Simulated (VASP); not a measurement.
# As (Pm-3m) in VASP: further runs, part 2 of 2

VASP 6.6.1. The steps go on from the part before.

## Step 4: Phonons, r2SCAN

POSCAR

```
As
1.0
    2.7036817444      0.0000000000      0.0000000000
    0.0000000000      2.7036817444      0.0000000000
    0.0000000000      0.0000000000      2.7036817444
As
1
Direct
    0.5000000000      0.5000000000      0.5000000000
```

INCAR.step1

```
SYSTEM = As
PREC = Accurate
ENCUT = 600
EDIFF = 1E-8
ISMEAR = 0
SIGMA = 0.05
LREAL = .FALSE.
LASPH = .TRUE.
NELM = 80
ALGO = Normal
ISIF = 3
LWAVE = .FALSE.
LCHARG = .FALSE.
METAGGA = R2SCAN
LMIXTAU = .TRUE.
IBRION = 2
NSW = 40
EDIFFG = -0.002
```

INCAR.step2

```
SYSTEM = As
PREC = Accurate
ENCUT = 600
EDIFF = 1E-8
ISMEAR = 0
SIGMA = 0.05
LREAL = .FALSE.
LASPH = .TRUE.
NELM = 80
ALGO = Normal
ISIF = 2
LWAVE = .FALSE.
LCHARG = .FALSE.
METAGGA = R2SCAN
LMIXTAU = .TRUE.
IBRION = 6
NFREE = 2
POTIM = 0.015
NSW = 1
```

KPOINTS

```
Automatic mesh
0
G
  7 7 7
  0 0 0
```

Potentials or basis: VASP PAW PBE potentials, release 64 (As).

The run is started by

```
$ cat potpaw_PBE.64/As/POTCAR > POTCAR
$ cp INCAR.step1 INCAR
$ mpirun -np 1 vasp_std > vasp.out
$ cp CONTCAR POSCAR
$ cp INCAR.step2 INCAR
$ mpirun -np 1 vasp_std > vasp.out
```

OUTCAR:

```text
SYSTEM = As
   PREC = Accurate
   ENCUT = 600
   EDIFF = 1E-8
   ISMEAR = 0
   LREAL = .FALSE.
   LASPH = .TRUE.
   NELM = 80
   ISIF = 2
   METAGGA = R2SCAN
   IBRION = 6
   NFREE = 2
   POTIM = 0.015
   NSW = 1

 ion  position               nearest neighbor table
   1  0.500  0.500  0.500-

  LATTYP: Found a simple cubic cell.
 ALAT       =     2.7083012300

  Lattice vectors:

 A1 = (   2.7083012300,   0.0000000000,   0.0000000000)
 A2 = (   0.0000000000,   2.7083012300,   0.0000000000)
 A3 = (   0.0000000000,   0.0000000000,   2.7083012300)

Analysis of symmetry for initial positions (statically):
=====================================================================
 Subroutine PRICEL returns:
 Original cell was already a primitive cell.

 Routine SETGRP: Setting up the symmetry group for a
 simple cubic supercell.

 Subroutine GETGRP returns: Found 48 space group operations
 (whereof 48 operations were pure point group operations)
 out of a pool of 48 trial point group operations.

The static configuration has the point symmetry O_h .

Analysis of symmetry for dynamics (positions and initial velocities):
=====================================================================
 Subroutine PRICEL returns:
 Original cell was already a primitive cell.

 Routine SETGRP: Setting up the symmetry group for a
 simple cubic supercell.

 Subroutine GETGRP returns: Found 48 space group operations
 (whereof 48 operations were pure point group operations)
 out of a pool of 48 trial point group operations.

The dynamic configuration has the point symmetry O_h .
[... 141 lines left out ...]
  free energy    TOTEN  =       -14.58942443 eV

  energy without entropy =      -14.58778598  energy(sigma->0) =      -14.58860520

------------------------ aborting loop because EDIFF is reached ----------------------------------------

  FORCE on cell =-STRESS in cart. coord.  units (eV):
  Direction    XX          YY          ZZ          XY          YZ          ZX
  --------------------------------------------------------------------------------------
  -------------------------------------------------------------------------------------
  Total        0.0005908      0.0005908      0.0005908     -0.0000000      0.0000000      0.0000000
  in kB        0.0476457      0.0476457      0.0476457     -0.0000000      0.0000000      0.0000000
  external PRESSURE =       0.0476457 kB  Pullay stress =       0.0000000 kB
[... 57 lines left out ...]
--------------------------------------- Ionic step        3  -------------------------------------------

 number of electron       5.0000001 magnetization

 Free energy of the ion-electron system (eV)
  ---------------------------------------------------
  ext. energy  EPLUGINS =         0.00000000
  ---------------------------------------------------
  free energy    TOTEN  =       -14.58942386 eV

  energy without entropy =      -14.58778541  energy(sigma->0) =      -14.58860464

 E-fermi :   5.5354     XC(G=0): -10.8971

 val. band max:        5.1465212661   @ k =   0.4286   0.2857   0.1429
 cond. band min:       5.5569522963   @ k =   0.4286   0.2857   0.2857
 fundamental gap:      0.4104310302
 Fermi energy:         5.5353751235

 k-point     1 :       0.0000    0.0000    0.0000
  band No.  band energies     occupation
      1      -9.9042      2.00000
      2      10.0645      0.00000
      3      10.0645      0.00000
      4      10.0645      0.00000
      5      14.6333      0.00000
      6      14.6333      0.00000
[... 197 lines left out ...]
  FREE ENERGIE OF THE ION-ELECTRON SYSTEM (eV)
  ---------------------------------------------------
  free  energy   TOTEN  =       -14.5894238609 eV

  energy  without entropy=      -14.5877854092  energy(sigma->0) =      -14.58860464

 INTERNAL STRAIN TENSORS FROM DISPLACED ATOMS
 ============================================

 INTERNAL STRAIN TENSOR FOR ION    1 for displacements in x,y,z  (eV/Angst):
          X           Y           Z          XY          YZ          ZX
  --------------------------------------------------------------------------------
  x     0.00000     0.00000     0.00000     0.00000     0.00000     0.00000
  y     0.00000     0.00000     0.00000     0.00000     0.00000     0.00000
  z     0.00000     0.00000     0.00000     0.00000     0.00000     0.00000

 Eigenvectors and eigenvalues of the dynamical matrix
 ----------------------------------------------------

   1 f  =    0.000000 THz     0.000000 2PiTHz    0.000000 cm-1     0.000000 meV
             X         Y         Z           dx          dy          dz
      1.354151  1.354151  1.354151     1.000000    0.000000    0.000000

   2 f  =    0.000000 THz     0.000000 2PiTHz    0.000000 cm-1     0.000000 meV
             X         Y         Z           dx          dy          dz
      1.354151  1.354151  1.354151     0.000000    1.000000    0.000000

   3 f  =    0.000000 THz     0.000000 2PiTHz    0.000000 cm-1     0.000000 meV
             X         Y         Z           dx          dy          dz
      1.354151  1.354151  1.354151     0.000000    0.000000    1.000000

 ELASTIC MODULI CONTR FROM IONIC RELAXATION (kBar)
 Direction    XX          YY          ZZ          XY          YZ          ZX
 --------------------------------------------------------------------------------
 XX           0.0000      0.0000      0.0000      0.0000      0.0000      0.0000
 YY           0.0000      0.0000      0.0000      0.0000      0.0000      0.0000
 ZZ           0.0000      0.0000      0.0000      0.0000      0.0000      0.0000
 XY           0.0000      0.0000      0.0000      0.0000      0.0000      0.0000
 YZ           0.0000      0.0000      0.0000      0.0000      0.0000      0.0000
 ZX           0.0000      0.0000      0.0000      0.0000      0.0000      0.0000
 --------------------------------------------------------------------------------
```

OSZICAR.step1:

```text
N       E                     dE             d eps       ncg     rms          rms(c)
DAV:   1     0.260187541778E+01    0.26019E+01   -0.22755E+03   240   0.703E+02
DAV:   2    -0.151131315225E+02   -0.17715E+02   -0.17128E+02   330   0.896E+01
DAV:   3    -0.153792160540E+02   -0.26608E+00   -0.26600E+00   282   0.151E+01
[... 32 lines left out ...]
DAV:   4    -0.145894135292E+02   -0.13076E-04   -0.37568E-06   240   0.189E-02    0.703E-03
DAV:   5    -0.145894152727E+02   -0.17435E-05   -0.14245E-06   240   0.170E-02    0.275E-03
DAV:   6    -0.145894154669E+02   -0.19421E-06   -0.63474E-07   240   0.134E-02    0.362E-04
DAV:   7    -0.145894155260E+02   -0.59075E-07   -0.11696E-08   246   0.148E-03    0.287E-04
DAV:   8    -0.145894155345E+02   -0.84597E-08   -0.21932E-08   240   0.237E-03
   3 F= -.14589416E+02 E0= -.14588596E+02  d E =-.152346E-03
```

Run time: 61 s. Hardware: 1 thread of Intel Xeon Platinum 8488C (Sapphire Rapids), shared host; peak memory 0.14 GiB.

Results:

```
Relaxed volume                         : 19.87 Å³/atom
Relaxed cell                           : a = 2.708 Å, b = 2.708 Å, c = 2.708 Å, α = 90.00°, β = 90.00°, γ = 90.00°
Space group after relaxing (to 0.05 Å) : Pm-3m (No. 221)
```

Step by step:
```csv
step,energy change (eV),largest force (eV/Å),pressure (GPa),volume (Å³)
1,0.0000,0.0000,0.48,19.76
2,-0.0001,0.0000,-0.31,19.94
3,-0.0002,0.0000,0.01,19.87
```

Final structure:
```yaml
crystal:
  lattice:
    - [2.70830, 0.00000, 0.00000]
    - [0.00000, 2.70830, 0.00000]
    - [0.00000, 0.00000, 2.70830]
  atoms:
    - { symbol: As, position: [0.50000, 0.50000, 0.50000] }
```

Caveat: the PAW data sets were made with another functional, which shifts forces and pressure a little.
